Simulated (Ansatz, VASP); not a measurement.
# Two plane-wave programs on TlCl

```
Tl Cl
1.0
     3.83400    0.00000    0.00000
     0.00000    3.83400    0.00000
     0.00000    0.00000    3.83400
Tl Cl
1 1
Cartesian
  0.0000 0.0000 0.0000
  1.9170 1.9170 1.9170
```

Alike in both runs: task single point; functional LDA; k mesh 6 × 6 × 6; occupations gaussian, width 0.1 eV; no spin polarisation.

|  | VASP | Ansatz |
| --- | --- | --- |
| version | VASP 6.6.1 | Ansatz 0.2.0 |
| potentials or method | VASP PAW LDA potentials, release 64 (Tl_d, Cl) | scalar-relativistic, plane waves, PAW |
| plane-wave cutoff (eV) | 520 | 420 |
| valence electrons in the cell | 20 | 20 |

Ansatz gave:

```
gap on the k mesh at the Fermi level (eV) : 1.86
least direct gap on the mesh (eV)         : 1.86
pressure (GPa)                            : -3.2
```

Task: Estimate VASP's values.

Result: gap on the k mesh at the Fermi level (eV): 1.84; least direct gap on the mesh (eV): 1.84; pressure (GPa): -3.2.

Caveats: spin-orbit coupling is left out, which as a rule narrows the gap of such compounds by several tenths of an eV. Expect the measured gap to be larger: semilocal functionals such as LDA lack the derivative discontinuity. A k mesh can miss the band edges.
